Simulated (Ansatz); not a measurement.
# Si2Ni: which structure wins at one pressure, part 3 of 3

Aim: bring Si2Ni in several structures (fluorite, MoSi2) to one pressure and rank them by enthalpy. The pressure is set by scaling the first phase. The runs shown use PAW and LAPW.

Ansatz 0.2.0; DFT PBE; a cell built from a prototype (fluorite type), not taken from measurement.

### Step 8. MoSi2 relaxed under pressure, LAPW

Contents of input.yaml:

```yaml
crystal:
  lattice:
    - [-1.6554647372, 1.6554647372, 3.5184678332]
    - [1.6554647372, -1.6554647372, 3.5184678332]
    - [1.6554647372, 1.6554647372, -3.5184678332]
  atoms:
    - { symbol: Ni, position: [0.0, 0.0, 0.0] }
    - { symbol: Si, position: [0.3321079378, 0.3321079378, 0.0] }
    - { symbol: Si, position: [-0.3321079378, -0.3321079378, 0.0] }
kpoints:
  mp_grid: { grid: [15, 15, 15] }
scf:
  occupations: { method: fermi_dirac, width: 0.1 }
hamiltonian:
  xc: pbe
  pseudopotentials: { kind: all_electron, lapw: { basis_error: 0.0005 } }
output:
  forces: true
  stress: true
  eigenvalues: true
relax:
  f_tol: 0.005
  max_steps: 12
  cell: { p_target: 0.077, stress_tol: 0.03 }
```

The run is started by

```bash
ansatz run input.yaml --threads 2 --pin off --max-ram 5120MiB --backend cpu --events-out ev --progress --plain --runs-dir out
```

Output:

```text
The last accepted step is kept in <dir> (removed where the run ends without a failure and the disk answers)
LAPW: plane waves up to 9.517 Å⁻¹, error target 5.0e-4 eV per atom; small_component_spin mean_spin; Si in spheres of 1.040 Å, 12 of its electrons in bands, Dirac shells []; Ni in spheres of 1.227 Å, 18 of its electrons in bands, Dirac shells []
Engine: ansatz 0.2.0
Pseudopotentials: kind: all_electron
Pseudopotential: Ni, LAPW, valence charge 18, Koelling and Harmon's equation, gaussian nucleus
Pseudopotential: Si, LAPW, valence charge 12, Koelling and Harmon's equation, gaussian nucleus
Functional definition: PBE
  parameter kappa = 0.804
  parameter beta = 0.06672455060314922
  exchange = pbe_x(kappa = kappa, mu = beta*pi^2/3)
  correlation = pbe_c(beta = beta)
Crystal: 3 atoms, lattice volume = 38.570 Å³
Basis set: ecut = 345.07278003778634 eV, 551 PW (Γ), FFT grids on a1+a3, a2+a3, a3, exchange–correlation at level 2
Bands: 26, of which v1, the nominal top of the filled ones, is band 21 counted from 1 (20 counted from 0)
Symmetry: 16 space group operations
Space group: I4/mmm (ITA 139), of the structure as read, at distance tolerance 3.4e-5 Å
k-points: 288 of 3375
Non-local potential: Ni, projectors of the file, none
Non-local potential: Si, projectors of the file, none
Initial density: superposition of atomic densities (chi_scale 0.1, normalization cell, long waves kept (reshape's long-wave potential 0.00 eV rms))
Initial wavefunctions: plane waves of lowest kinetic energy (no species holds an atomic orbital)
Functional: x = pbe(κ = 0.804, μ = 0.2195149727645171), c = pbe(β = 0.06672455060314922)
iter 1 solved again at ethr=4.76e-3 eV; its pass at ethr=1.00e-1 eV (dr2=2.00e0 eV) is discarded
SCF iter   1: F=—  HF=-57168.217491 eV  |F-HF|=—  |Δ(HF+E_count)|=         —  Δρ=5.40e-2  dr2=2.00e0  ethr=4.76e-3  ⟨swp⟩=2.0  Hψ=49724  notcnv=0
preconditioner: auto → Kerker (q_TF=auto, 2.767 Å⁻¹)  [metal: Δε(μ)=0.005 eV  Ē_g=8.841 eV  σ=0.100 eV  W_gap=0.01  n_scr=14 (ndim 8)  ℏωp=25.4 eV  f_vac=0.000  D(μ)=1.32/eV (n_scr^D=10)]
SCF iter   2: F=—  HF=-57171.721350 eV  |F-HF|=—  |Δ(HF+E_count)|=    3.50e0  Δρ=1.12e-1  dr2=7.48e0  ethr=4.75e-3  ⟨swp⟩=3.0  Hψ=23928  notcnv=0  recentre
SCF iter   3: F=—  HF=-57167.590349 eV  |F-HF|=—  |Δ(HF+E_count)|=    4.13e0  Δρ=3.19e-2  dr2=6.81e-1  ethr=4.75e-3  ⟨swp⟩=3.0  Hψ=22673  notcnv=0
iter 4 solved again at ethr=7.04e-5 eV; its pass at ethr=1.62e-3 eV (dr2=2.96e-2 eV) is discarded
SCF iter   4: F=—  HF=-57167.405388 eV  |F-HF|=—  |Δ(HF+E_count)|=   1.85e-1  Δρ=1.01e-2  dr2=2.95e-2  ethr=7.04e-5  ⟨swp⟩=2.0  Hψ=37068  notcnv=0
SCF iter   5: F=—  HF=-57167.379502 eV  |F-HF|=—  |Δ(HF+E_count)|=         —  Δρ=3.79e-3  dr2=3.46e-3  ethr=7.02e-5  ⟨swp⟩=2.0  Hψ=20365  notcnv=0
the basis was enlarged: its passes take 429.1 KiB over the memory plan, 2 of 2 planned eigensolver slots
SCF iter   6: F=—  HF=-57167.373513 eV  |F-HF|=—  |Δ(HF+E_count)|=   5.99e-3  Δρ=1.10e-3  dr2=9.03e-4  ethr=8.23e-6  ⟨swp⟩=2.4  Hψ=20523  notcnv=0
SCF iter   7: F=—  HF=-57167.373344 eV  |F-HF|=—  |Δ(HF+E_count)|=   1.69e-4  Δρ=5.98e-4  dr2=2.61e-4  ethr=2.15e-6  ⟨swp⟩=2.0  Hψ=20357  notcnv=0
SCF iter   8: F=—  HF=-57167.373275 eV  |F-HF|=—  |Δ(HF+E_count)|=   6.94e-5  Δρ=2.03e-4  dr2=2.86e-5  ethr=6.22e-7  ⟨swp⟩=2.0  Hψ=20358  notcnv=0
SCF iter   9: F=—  HF=-57167.373266 eV  |F-HF|=—  |Δ(HF+E_count)|=   8.45e-6  Δρ=1.52e-5  dr2=7.11e-8  ethr=6.80e-8  ⟨swp⟩=2.0  Hψ=20358  notcnv=0
SCF iter  10: F=—  HF=-57167.373266 eV  |F-HF|=—  |Δ(HF+E_count)|=   2.55e-8  Δρ=7.21e-6  dr2=2.60e-8  ethr=1.69e-10  ⟨swp⟩=2.8  Hψ=20736  notcnv=0
SCF iter  11: F=-57167.373266 eV  HF=-57167.373266 eV  |F-HF|=2.15e-8  |Δ(HF+E_count)|=   2.27e-8  Δρ=2.58e-6  dr2=4.48e-9  ethr=6.19e-11  ⟨swp⟩=2.1  Hψ=20414  notcnv=0
SCF 1 converged in 11 iterations: F = -57167.373266 eV  dr2 = 4.48e-9
relax step   1: F+E_penalty+E_count = -57167.37326634 eV  Δ(F+E_penalty+E_count) = +0.000e0 eV  max|allowed force component| = 4.611e-3 eV/Å  Δτ_max = 0.0000 Å  P = +0.079 GPa  Ω = 38.570 Å³  (11 SCF iters, accepted)
Crystal: 3 atoms, lattice volume = 38.575 Å³
Basis set: ecut = 345.044776893898 eV, 551 PW (Γ), FFT grids on a1+a3, a2+a3, a3, exchange–correlation at level 2
Initial density: handed on by an earlier stage of this run
Initial wavefunctions: those handed on with the density
iter 1 solved again at ethr=6.42e-10 eV; its pass at ethr=1.00e-1 eV (dr2=2.70e-7 eV) is discarded
SCF iter   1: F=—  HF=-57167.373273 eV  |F-HF|=—  |Δ(HF+E_count)|=         —  Δρ=3.00e-5  dr2=4.56e-7  ethr=6.42e-10  ⟨swp⟩=4.7  Hψ=45487  notcnv=0
preconditioner: auto → Kerker (q_TF=auto, 2.767 Å⁻¹)  [metal: Δε(μ)=0.005 eV  Ē_g=8.210 eV  σ=0.100 eV  W_gap=0.01  n_scr=14 (ndim 8)  ℏωp=25.4 eV  f_vac=0.000  D(μ)=1.61/eV (n_scr^D=14)]
SCF iter   2: F=—  HF=-57167.373273 eV  |F-HF|=—  |Δ(HF+E_count)|=   6.00e-7  Δρ=4.13e-5  dr2=1.05e-6  ethr=6.42e-10  ⟨swp⟩=3.0  Hψ=22133  notcnv=0
SCF iter   3: F=—  HF=-57167.373272 eV  |F-HF|=—  |Δ(HF+E_count)|=   7.29e-7  Δρ=1.69e-5  dr2=1.46e-7  ethr=6.42e-10  ⟨swp⟩=3.0  Hψ=21738  notcnv=0
iter 4 solved again at ethr=1.83e-11 eV; its pass at ethr=3.47e-10 eV (dr2=7.68e-9 eV) is discarded
SCF iter   4: F=-57167.373272 eV  HF=-57167.373272 eV  |F-HF|=6.05e-9  |Δ(HF+E_count)|=   5.19e-8  Δρ=4.00e-6  dr2=7.65e-9  ethr=1.83e-11  ⟨swp⟩=2.0  Hψ=35820  notcnv=0
SCF 2 converged in 4 iterations: F = -57167.373272 eV  dr2 = 7.65e-9
relax step   2: F+E_penalty+E_count = -57167.37327238 eV  Δ(F+E_penalty+E_count) = -6.036e-6 eV  max|allowed force component| = 2.950e-3 eV/Å  Δτ_max = 0.0001 Å  P = +0.067 GPa  Ω = 38.575 Å³  (4 SCF iters, accepted)
Basis set: ecut = 345.0435306274806 eV, 551 PW (Γ), FFT grids on a1+a3, a2+a3, a3, exchange–correlation at level 2
iter 1 solved again at ethr=9.25e-10 eV; its pass at ethr=1.00e-1 eV (dr2=3.89e-7 eV) is discarded
SCF iter   1: F=—  HF=-57167.373277 eV  |F-HF|=—  |Δ(HF+E_count)|=         —  Δρ=6.89e-5  dr2=2.12e-6  ethr=9.25e-10  ⟨swp⟩=4.9  Hψ=46511  notcnv=0
eigensolver tolerance schedule calibrated: the retry pair's looser diagonalisation under-reported the residual by θ = 0.82 (0.10/decade); ethr = c·dr2/N_el runs at the constant in force after the calibration composes with the one it found (an armed cap, an earlier calibration), c = 9.7e-2
preconditioner: auto → Kerker (q_TF=auto, 2.767 Å⁻¹)  [metal: Δε(μ)=0.006 eV  Ē_g=8.211 eV  σ=0.100 eV  W_gap=0.02  n_scr=14 (ndim 8)  ℏωp=25.4 eV  f_vac=0.000  D(μ)=1.61/eV (n_scr^D=14)]
SCF iter   2: F=—  HF=-57167.373277 eV  |F-HF|=—  |Δ(HF+E_count)|=   3.97e-7  Δρ=4.29e-5  dr2=8.36e-7  ethr=9.25e-10  ⟨swp⟩=2.1  Hψ=20390  notcnv=0
SCF iter   3: F=—  HF=-57167.373278 eV  |F-HF|=—  |Δ(HF+E_count)|=   9.65e-7  Δρ=6.74e-5  dr2=2.71e-6  ethr=9.25e-10  ⟨swp⟩=3.0  Hψ=22141  notcnv=0  recentre
SCF iter   4: F=—  HF=-57167.373277 eV  |F-HF|=—  |Δ(HF+E_count)|=   1.35e-6  Δρ=1.06e-5  dr2=5.54e-8  ethr=9.25e-10  ⟨swp⟩=3.0  Hψ=22017  notcnv=0
iter 5 solved again at ethr=3.78e-12 eV; its pass at ethr=1.28e-10 eV (dr2=1.64e-9 eV) is discarded
SCF iter   5: F=-57167.373277 eV  HF=-57167.373277 eV  |F-HF|=1.60e-9  |Δ(HF+E_count)|=   2.14e-8  Δρ=2.17e-6  dr2=1.64e-9  ethr=3.78e-12  ⟨swp⟩=2.0  Hψ=35838  notcnv=0
SCF 3 converged in 5 iterations: F = -57167.373277 eV  dr2 = 1.64e-9
relax step   3: F+E_penalty+E_count = -57167.37327660 eV  Δ(F+E_penalty+E_count) = -4.225e-6 eV  max|allowed force component| = 1.567e-3 eV/Å  Δτ_max = 0.0003 Å  P = +0.078 GPa  Ω = 38.575 Å³  (5 SCF iters, accepted)
iter 1 solved again at ethr=3.18e-12 eV; its pass at ethr=1.00e-1 eV (dr2=1.33e-9 eV) is discarded
SCF iter   1: F=—  HF=-57167.373276 eV  |F-HF|=—  |Δ(HF+E_count)|=         —  Δρ=1.93e-6  dr2=1.33e-9  ethr=3.18e-12  ⟨swp⟩=4.5  Hψ=39865  notcnv=0  reapply=31
SCF iter   2: F=-57167.373276 eV  HF=-57167.373276 eV  |F-HF|=2.18e-8  |Δ(HF+E_count)|=   2.04e-9  Δρ=3.06e-6  dr2=5.17e-9  ethr=3.16e-12  ⟨swp⟩=3.0  Hψ=21938  notcnv=0
SCF 4 converged in 2 iterations: F = -57167.373276 eV  dr2 = 5.17e-9
relax step   4: F+E_penalty+E_count = -57167.37327646 eV  Δ(F+E_penalty+E_count) = +1.369e-7 eV  max|allowed force component| = 1.554e-3 eV/Å  Δτ_max = 0.0000 Å  P = +0.079 GPa  Ω = 38.575 Å³  stress off target by 3.67e-3 GPa  SCF on the basis re-selected at this cell (its energy is not comparable with the rows above)  (2 SCF iters)
basis re-selected at this cell: Δ(F+E_penalty+E_count) = +1.369e-7 eV, ΔP = +0.000 GPa vs the last step (what re-selecting the basis moved, after the strain that the cell walked since its last selection, with what the two solves' SCF thresholds leave and, on support functions, any second-order correction that the steps lacked; it is no measure of the basis error at this ecutwfc). This SCF's stress stands 3.67e-3 GPa from its target on what of the cell is left free (relax.cell.stress_tol is 3.00e-2 GPa) and its largest allowed force component is 1.55e-3 eV/Å (relax.f_tol is 5.00e-3 eV/Å): within both
SCF converged after 2 iterations
Free energy (F): -57167.373276 eV
Harris-Foulkes:  -57167.373276 eV  (|F-HF|=2.18e-8)
Internal energy: -57167.320241 eV  (E = F + TS)
E sigma→0 (E₀):  -57167.346759 eV
Entropy (-TS):   -0.053036 eV (-17.679 meV/atom)
Fermi energy:    14.910048 eV
--- Per-component energies (eV) ---
  E_band       = -1679.093535
  E_kinetic    = 57873.529479
  E_xc         = -2869.553844
  E_electrostatic = -112171.295876  (all electrons and nuclei)
  E_smearing   = -0.053036  (= −TS)
  E_closure    = 0.000000  (closes the sum)
  E_atoms      = -57149.469670  (free atoms, spherical and without spin; not in F)
  Σ components = -57167.373276   (vs F -57167.373276, Δ=0.00e0)
  Basis errors (estimates in eV, not in F): energy 2.0e-4 per atom: plane waves 1.8e-4 (9.8e-5 summed), levels above the bands 3.4e-27, relativity 1.2e-8, radial functions 2.0e-5, core shells 2.9e-10; eigenvalues (radial functions only) 3.3e-7; not estimated: angular momenta, meshes, grids; target (lapw.basis_error) 5.0e-4; muffin-tin radii Si 1.040 Å, Ni 1.227 Å
--- Forces (eV/Å), atoms counted from 1 ---
  atom   1  Ni     0.00000000     0.00000000     0.00000000
  atom   2  Si     0.00000000    -0.00000000     0.00155423
  atom   3  Si    -0.00000000    -0.00000000    -0.00155423
  max |Σ_I F_I| component: 1.56e-17 eV/Å
--- Stress (GPa, compression-positive) ---
        0.080667       0.000000      -0.000000
        0.000000       0.080667      -0.000000
       -0.000000      -0.000000       0.074577
  P = ⅓ Tr σ = 0.0786 GPa (0.786 kbar)
--- Band table (eV; the first three rows and the last of 288) ---
  k-point 0: bands = ["-120.0680", "-120.0646", "-88.8599", "-76.1259", "-76.1259", "-76.1214", "-76.1214", "-76.1002", "-76.0838", "-49.4837", "-49.1670", "-49.1670", "0.8331", "9.5209", "11.3903", "11.3903", "12.0003", "12.6712", "12.8944", "14.8250", "16.1588", "16.4294", "16.4294", "16.9531", "16.9531", "18.3534"]
  k-point 1: bands = ["-120.0679", "-120.0647", "-88.8599", "-76.1259", "-76.1257", "-76.1217", "-76.1214", "-76.1001", "-76.0839", "-49.4837", "-49.1672", "-49.1672", "0.9493", "9.5743", "11.2229", "11.2445", "11.9892", "12.5723", "13.0697", "14.6319", "15.0773", "15.9517", "16.7166", "16.9123", "17.7829", "19.1965"]
  k-point 2: bands = ["-120.0678", "-120.0648", "-88.8599", "-76.1260", "-76.1249", "-76.1226", "-76.1214", "-76.0999", "-76.0840", "-49.4836", "-49.1676", "-49.1676", "1.2957", "9.7076", "10.8460", "10.8518", "11.9632", "12.2413", "13.2408", "14.2923", "14.4370", "15.3380", "16.1372", "16.8996", "19.4422", "20.8653"]
  k-point 287: bands = ["-120.0664", "-120.0662", "-88.8599", "-76.1270", "-76.1270", "-76.1203", "-76.1203", "-76.0980", "-76.0859", "-49.4840", "-49.1672", "-49.1670", "3.1138", "4.5970", "10.9588", "11.5218", "12.3805", "12.3891", "12.5088", "12.8186", "13.1404", "16.6601", "18.5163", "22.4552", "22.8610", "23.3382"]
--- Relaxed structure (3 steps of the walk, 3 accepted, 1 SCFs on fresh bases) ---
  F+E_penalty+E_count = -57167.37327646 eV   max|allowed force component| = 1.554e-3 eV/Å   (the final SCF, on the basis selected at the relaxed cell)
  cell:  # Å, volume = 38.5752 Å³
    - [-1.6559448535083598, 1.6559448535083598, 3.5168750172302077]
    - [1.6559448535083598, -1.6559448535083598, 3.5168750172302077]
    - [1.6559448535083598, 1.6559448535083598, -3.5168750172302077]
  atoms:
    - { symbol: Ni, position: [1.9259131813268676e-21, 1.9259131813268413e-21, 7.346848255480888e-36] }
    - { symbol: Si, position: [0.3320564070999537, 0.3320564070999537, 1.5810318496093806e-34] }
    - { symbol: Si, position: [-0.3320564070999537, -0.3320564070999537, -1.6545003321641895e-34] }
```

It took 4.1 min on 2 threads of Intel Xeon at 2.50GHz (Skylake/Cascade Lake), shared host; peak memory 1.3 GiB.

Step by step:

| step | energy from step 1 (eV/cell) | largest force component (eV/Å) | pressure (GPa) | volume (Å³) |
| --- | --- | --- | --- | --- |
| 1 | 0.0000 | 0.0046 | 0.08 | 38.57 |
| 2 | 0.0000 | 0.0029 | 0.07 | 38.58 |
| 3 | 0.0000 | 0.0016 | 0.08 | 38.58 |
| 4 | 0.0000 | 0.0016 | 0.08 | 38.58 |

Step 1 is the start. Step 4 repeats the geometry before on a plane-wave basis chosen anew for that cell, so the energy can jump there without any move; the table keeps such jumps.

| input's cell | before | after | change |
| --- | --- | --- | --- |
| a (Å) | 4.226 | 4.225 | -0.0 % |
| b (Å) | 4.226 | 4.225 | -0.0 % |
| c (Å) | 4.226 | 4.225 | -0.0 % |
| α (°) | 133.88 | 133.85 | -0.03° |
| β (°) | 133.88 | 133.85 | -0.03° |
| γ (°) | 67.28 | 67.32 | +0.04° |
| volume (Å³/atom) | 12.86 | 12.86 | +0.0 % |

Result: pressure 0.08 GPa; no gap.

### Step 9. The series in one table

Enthalpy per atom, H = F + pV at p = 0.077 GPa, from each method's lowest phase:

| method | start | space group, start → end | volume (Å³/atom) | pressure (GPa) | enthalpy (meV/atom) |
| --- | --- | --- | --- | --- | --- |
| LAPW | fluorite | Fm-3m → Fm-3m | 13.451 | 0.1 | 0.0 |
| LAPW | MoSi2 | I4/mmm → I4/mmm | 12.858 | 0.1 | 366.8 |
| PAW | fluorite | Fm-3m → Fm-3m | 13.451 | 0.1 | 0.0 |
| PAW | MoSi2 | I4/mmm → I4/mmm | 12.857 | 0.1 | 367.1 |

### Step 10. Summary of results

The summary covers parts 1 to 3.

```
     quantity                                 value
     pressure                             0.077 GPa
lowest (LAPW)  fluorite, 366.8 meV/atom under MoSi2
 lowest (PAW)  fluorite, 367.1 meV/atom under MoSi2
```

In words: By LAPW the order is fluorite < MoSi2. By PAW the order is fluorite < MoSi2. The methods agree on the lowest phase. Only these structures were tried, with electrons smeared by 0.1 eV and without vibrations, so the true ground state may be another. The k meshes differ between phases and weren't tested, which can move differences by some meV. Spin polarisation is left out here, though a magnetic state may lie well lower.
